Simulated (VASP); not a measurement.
A run of VASP 6.6.1 is set up as follows.

Contents of INCAR:

```
SYSTEM = PbSe
  ALGO = Fast
  EDIFF = 1E-6
  ENCUT = 520
  GGA = PE
  ISIF = 2
  ISMEAR = -1
  LASPH = .True.
  LCHARG = .False.
  LREAL = .False.
  LWAVE = .False.
  NBANDS = 28
  NELM = 100
  PREC = Accurate
  SIGMA = 0.0201
```

File KPOINTS:

```
Automatic mesh
0
Gamma
  3 5 5
  0.5 0 0
```

Contents of POSCAR:

```
PbSe
1.0
   -3.0737574200      6.1428419600      3.0681215600
    3.0950588100      0.0052137300      3.0789965100
    3.1091819400      3.0935874400     -0.0089083900
Pb Se
2 2
Direct
    0.0162950000      0.0592250000      0.9975630000
    0.4763770000      0.3856120000      0.0295150000
    0.2573550000      0.7989320000      0.5377080000
    0.7539810000      0.2642990000      0.4924530000
```

Potentials or basis: VASP PAW PBE potentials, release 64 (Pb_d, Se).

The run is started by

```console
$ cat potpaw_PBE.64/Pb_d/POTCAR potpaw_PBE.64/Se/POTCAR > POTCAR
$ mpirun -np 1 vasp_std > vasp.out
```

Problem. Predict the largest force.

Solution. 2.939 eV/Å.

Problem. What does it give for the pressure?

Solution. 4.5 GPa.

Forces in eV/Å, atoms in the order of the input:
```
Pb   0.343 -0.534 -0.881
Pb  -0.478  0.624  2.832
Se  -0.053 -0.272 -2.205
Se   0.188  0.182  0.254
```

Caveat: forces of over 1 eV/Å show positions far from the minimum, so gaps and moduli don't describe the material at rest.
